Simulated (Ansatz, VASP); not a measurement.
**AlN: VASP beside Ansatz**

```
Al N
1.0
     3.11375    0.00000    0.00000
    -1.55688    2.69659    0.00000
     0.00000    0.00000    4.98330
Al N
2 2
Direct
  0.33333 0.66667 0.99998
  0.66667 0.33333 0.49998
  0.33333 0.66667 0.38202
  0.66667 0.33333 0.88202
```

Alike in both runs: functional PBEsol; k mesh 8 × 8 × 5; no spin polarisation.

Ansatz relaxed the structure, and its values are those at the end. VASP's run is a single point on that final structure, the one shown.

|  | VASP | Ansatz |
| --- | --- | --- |
| version | VASP 6.6.1 | Ansatz 0.2.0 |
| potentials or method | VASP PAW PBE potentials, release 64 (Al, N) | scalar-relativistic, plane waves, PAW |
| plane-wave cutoff (eV) | 520 | 420 |
| occupations | gaussian, width 0.01 eV | fixed |
| valence electrons in the cell | 16 | 16 |

```csv
,VASP,Ansatz,Ansatz less VASP
gap on the k mesh at the Fermi level (eV),4.11,4.09,-0.016
least direct gap on the mesh (eV),4.11,4.09,-0.016
pressure (GPa),0.0,0.0,+0.07
```

Caveats: the PAW data sets were made with another functional, which shifts forces and pressure a little (VASP). As with any semilocal functional, this PBEsol gap is likely too small.
